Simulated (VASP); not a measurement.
# Lu in VASP: notebook, part 2 of 2

VASP 6.6.1. The steps go on from the part before.

### 6 Single point, PBE

The input, INCAR:

```
SYSTEM = Lu
  PREC = Accurate
  ENCUT = 450
  EDIFF = 1E-6
  ISMEAR = 0
  SIGMA = 0.1
  LREAL = Auto
  LASPH = .True.
  NELM = 100
  ALGO = Normal
  ISIF = 2
  LWAVE = .False.
  LCHARG = .False.
  GGA = PE
  ADDGRID = .False.
```

The input, KPOINTS:

```
regular mesh
0
Gamma
  11 11 6
  0 0 0
```

The input, POSCAR:

```
Lu
1.0
    3.5031000000      0.0000000000      0.0000000000
   -1.7515500000      3.0337735920      0.0000000000
    0.0000000000      0.0000000000      5.5509000000
Lu
2
Direct
    0.6483880000      0.2977880000      0.7516770000
    0.3414390000      0.6668870000      0.2457360000
```

Potentials or basis: VASP PAW PBE potentials, release 64 (Lu_3), 4f in core.

On the command line:

```sh
$ cat potpaw_PBE.64/Lu_3/POTCAR > POTCAR
$ mpirun -np 1 vasp_std > vasp.out
```

OUTCAR:

```text
SYSTEM = Lu
   PREC = Accurate
   ENCUT = 450
   EDIFF = 1E-6
   ISMEAR = 0
   LREAL = Auto
   LASPH = .True.
   NELM = 100
   ISIF = 2
   GGA = PE

 Found    364 irreducible k-points:

 Following reciprocal coordinates:
            Coordinates               Weight
  0.000000  0.000000  0.000000      1.000000
  0.090909  0.000000  0.000000      2.000000
  0.000000  0.090909  0.000000      2.000000
 -0.090909  0.090909  0.000000      2.000000
  0.181818  0.000000  0.000000      2.000000
  0.000000  0.181818  0.000000      2.000000
   k-points           NKPTS =    364   k-points in BZ     NKDIM =    364   number of bands    NBANDS=     13
   number of dos      NEDOS =    301   number of ions     NIONS =      2
   total plane-waves  NPLWV =  23040
   dimension x,y,z NGX =    24 NGY =   24 NGZ =   40
   dimension x,y,z NGXF=    48 NGYF=   48 NGZF=   80
   ions per type =               2
   NGX,Y,Z   is equivalent  to a cutoff of  11.39, 11.39, 11.98 a.u.
   NGXF,Y,Z  is equivalent  to a cutoff of  22.78, 22.78, 23.96 a.u.
 SYSTEM =  Lu
   PREC   = accura    normal or accurate (medium, high low for compatibility)
   ISTART =      0    job   : 0-new  1-cont  2-samecut
   ICHARG =      2    charge: 1-file 2-atom 10-const
   ISPIN  =      1    spin polarized calculation?
   LNONCOLLINEAR =      F non collinear calculations
   LSORBIT =      F    spin-orbit coupling
   LASPH  =      T    aspherical Exc in radial PAW
   ENCUT  =  450.0 eV  33.07 Ry    5.75 a.u.   6.06  6.06  9.60*2*pi/ulx,y,z
   NELM   =    100;   NELMIN=  2; NELMDL= -5     # of ELM steps
   EDIFF  = 0.1E-05   stopping-criterion for ELM
   LREAL  =      T    real-space projection
   EDIFFG = 0.1E-04   stopping-criterion for IOM
   NSW    =      0    number of steps for IOM
   IBRION =     -1    ionic relax: 0-MD 1-quasi-New 2-CG
   NFREE  =      0    steps in history (QN), initial steepest desc. (CG)
   ISIF   =      2    stress and relaxation
   ISYM   =      2    0-nonsym 1-usesym 2-fastsym
   POTIM  = 0.5000    time-step for ionic-motion
   TEBEG  =    0.0;   TEEND  =   0.0 temperature during run
   PSTRESS=    0.0 pullay stress
   NELECT =      18.0000    total number of electrons
   NUPDOWN=      -1.0000    fix difference up-down
   EMIN   =  10.00;   EMAX   =-10.00  energy-range for DOS
   EFERMI =   0.00;   METHOD = LEGACY
   ISMEAR =     0;   SIGMA  =   0.10  broadening in eV -4-tet -1-fermi 0-gaus
   EFERMI_NEDOS =   21; number of points for ismear=-14 and -15
   IALGO  =     38    algorithm
   IMIX   =      4    mixing-type and parameters
     AMIX     =   0.40;   BMIX     =  1.00
     AMIX_MAG =   1.60;   BMIX_MAG =  1.00
  volume/ion in A,a.u.               =      29.50       199.05
  Fermi-wavevector in a.u.,A,eV,Ry     =   1.102130  2.082723 16.526853  1.214689
  Thomas-Fermi vector in A             =   2.238568
   LORBIT       =      0    0 simple, 1 ext, 2 COOP (PROOUT), +10 PAW based schemes
   GGA     = PE    functional components
   LHFCALC =     F    Hartree Fock is set to
   AEXX    =    0.0000 exact exchange contribution
   IVDW    =     0    specifies the selected vdW correction
   LEPSILON=     F    determine dielectric tensor
   LRPA    =     F    only Hartree local field effects (RPA)
 non-spin polarized calculation
 Gauss-broadening in eV      SIGMA  =   0.10
  energy-cutoff  :      450.00
  volume of cell :       58.99
 maximum number of plane-waves:      1296
   NGX = 13   NGY = 13   NGZ = 19

 number of electron      18.0000000 magnetization

 Free energy of the ion-electron system (eV)
  ---------------------------------------------------
  ext. energy  EPLUGINS =         0.00000000
  ---------------------------------------------------
  free energy    TOTEN  =        -8.90396052 eV

  energy without entropy =       -8.88753513  energy(sigma->0) =       -8.89574783

 E-fermi :   2.7745     XC(G=0):  -9.9075

 val. band max:        2.7695850869   @ k =   0.0000   0.3636   0.0000
 cond. band min:       2.7800682471   @ k =   0.2727   0.2727   0.5000
 fundamental gap:      0.0104831602
 Fermi energy:         2.7745113254

 k-point     1 :       0.0000    0.0000    0.0000
  band No.  band energies     occupation
      1     -24.2741      2.00000
      2     -23.8719      2.00000
      3     -23.8480      2.00000
      4     -23.7893      2.00000
      5     -23.7793      2.00000
      6     -23.7576      2.00000
      7      -3.2473      2.00000
      8       0.3418      2.00000
      9       3.3260      0.00000
     10       4.9435      0.00000
     11       5.0479      0.00000
     12       5.2032      0.00000
     13       5.7203      0.00000

 k-point     2 :       0.0909    0.0000    0.0000
  band No.  band energies     occupation
      1     -24.2621      2.00000
      2     -23.8855      2.00000
      3     -23.8696      2.00000
      4     -23.8154      2.00000
      5     -23.7845      2.00000
      6     -23.7626      2.00000
      7      -3.0512      2.00000
      8       0.5410      2.00000
      9       3.1830      0.00000
     10       4.5214      0.00000
     11       5.1426      0.00000
     12       5.3747      0.00000
     13       5.5951      0.00000

 k-point     3 :       0.0000    0.0909    0.0000
  band No.  band energies     occupation
      1     -24.2605      2.00000
      2     -23.8974      2.00000
      3     -23.8580      2.00000
      4     -23.8080      2.00000
      5     -23.7918      2.00000
      6     -23.7643      2.00000
      7      -3.0497      2.00000
      8       0.5472      2.00000
      9       3.2030      0.00000
     10       4.4629      0.00000
     11       5.2303      0.00000
     12       5.3367      0.00000
     13       5.7987      0.00000

 k-point     4 :      -0.0909    0.0909    0.0000
  band No.  band energies     occupation
      1     -24.2616      2.00000
      2     -23.8901      2.00000
      3     -23.8649      2.00000
      4     -23.8137      2.00000
      5     -23.7863      2.00000
      6     -23.7631      2.00000
      7      -3.0507      2.00000
      8       0.5429      2.00000
      9       3.1886      0.00000
     10       4.5052      0.00000
     11       5.1676      0.00000
     12       5.3992      0.00000
     13       5.6305      0.00000

 k-point     5 :       0.1818    0.0000    0.0000
  band No.  band energies     occupation
      1     -24.2286      2.00000
      2     -23.9517      2.00000
      3     -23.8985      2.00000
      4     -23.8849      2.00000
      5     -23.7965      2.00000
      6     -23.7775      2.00000
      7      -2.4889      2.00000
      8       1.0759      2.00000
      9       2.8281      0.44818
     10       3.8126      0.00000
     11       4.8142      0.00000
     12       5.5092      0.00000
     13       5.6929      0.00000

 k-point     6 :       0.0000    0.1818    0.0000
  band No.  band energies     occupation
      1     -24.2220      2.00000
      2     -23.9662      2.00000
      3     -23.8833      2.00000
      4     -23.8821      2.00000
      5     -23.8009      2.00000
      6     -23.7845      2.00000
      7      -2.4819      2.00000
      8       1.1064      2.00000
      9       2.9016      0.07222
     10       3.7456      0.00000
     11       4.8339      0.00000
     12       5.2697      0.00000
     13       5.7493      0.00000

 [... further k-points ...]

------------------------ aborting loop because EDIFF is reached ----------------------------------------

  FORCE on cell =-STRESS in cart. coord.  units (eV):
  Direction    XX          YY          ZZ          XY          YZ          ZX
  --------------------------------------------------------------------------------------
  -------------------------------------------------------------------------------------
  Total       -0.0402188      0.2020716     -0.3123894     -0.0381919     -0.0208648     -0.0090910
  in kB       -1.0922959      5.4880335     -8.4841387     -1.0372475     -0.5666645     -0.2469015
  external PRESSURE =      -1.3628004 kB  Pullay stress =       0.0000000 kB

 VOLUME and BASIS-vectors are now :
 -----------------------------------------------------------------------------
  energy-cutoff  :      450.00
  volume of cell :       58.99
      direct lattice vectors                 reciprocal lattice vectors
     3.503100000  0.000000000  0.000000000     0.285461448  0.164811244  0.000000000
    -1.751550000  3.033773592  0.000000000     0.000000000  0.329622488  0.000000000
     0.000000000  0.000000000  5.550900000     0.000000000  0.000000000  0.180150967

 POSITION                                       TOTAL-FORCE (eV/Angst)
 -----------------------------------------------------------------------------------
      1.74978      0.90342      4.17248         0.042569      0.170867     -0.141073
      0.02801      2.02318      1.36406        -0.042569     -0.170867      0.141073
 -----------------------------------------------------------------------------------
    total drift:                                0.000004      0.000007     -0.000000

  FREE ENERGIE OF THE ION-ELECTRON SYSTEM (eV)
  ---------------------------------------------------
  free  energy   TOTEN  =        -8.9039605233 eV

  energy  without entropy=       -8.8875351326  energy(sigma->0) =       -8.89574783
```

OSZICAR:

```text
N       E                     dE             d eps       ncg     rms          rms(c)
DAV:   1     0.410446191371E+02    0.41045E+02   -0.82970E+03 17281   0.139E+03
DAV:   2    -0.666026347173E+01   -0.47705E+02   -0.46507E+02 16133   0.680E+02
DAV:   3    -0.881008390551E+01   -0.21498E+01   -0.20239E+01 16595   0.610E+01
DAV:   4    -0.890808130668E+01   -0.97997E-01   -0.94458E-01 17456   0.102E+01
DAV:   5    -0.891225174661E+01   -0.41704E-02   -0.41468E-02 16038   0.190E+00    0.251E+01
DAV:   6    -0.889765977981E+01    0.14592E-01   -0.41185E-02 16444   0.494E+00    0.149E+01
DAV:   7    -0.890406093696E+01   -0.64012E-02   -0.67287E-02 15420   0.569E+00    0.388E-01
DAV:   8    -0.890405290809E+01    0.80289E-05   -0.40456E-03 15798   0.966E-01    0.171E-01
DAV:   9    -0.890396399430E+01    0.88914E-04   -0.65241E-04 15881   0.413E-01    0.346E-02
DAV:  10    -0.890396061372E+01    0.33806E-05   -0.42932E-05 15895   0.989E-02    0.115E-02
DAV:  11    -0.890396052328E+01    0.90438E-07   -0.74604E-07  9093   0.292E-02
   1 F= -.89039605E+01 E0= -.88957478E+01  d E =-.164254E-01
```

Wall time 1.9 min (1 thread of Intel Xeon 6975P-C (Granite Rapids), shared host); peak memory 0.26 GiB.

The run converged, but some of its settings lie outside the range that counts as converged, so its numbers aren't taken as properties of the crystal.

What came out:

- Free energy: -8.9040 eV
- Pressure: -0.1 GPa
- Largest force: 0.226 eV/Å
- Band gap on the k mesh: none (metal or under the smearing width)
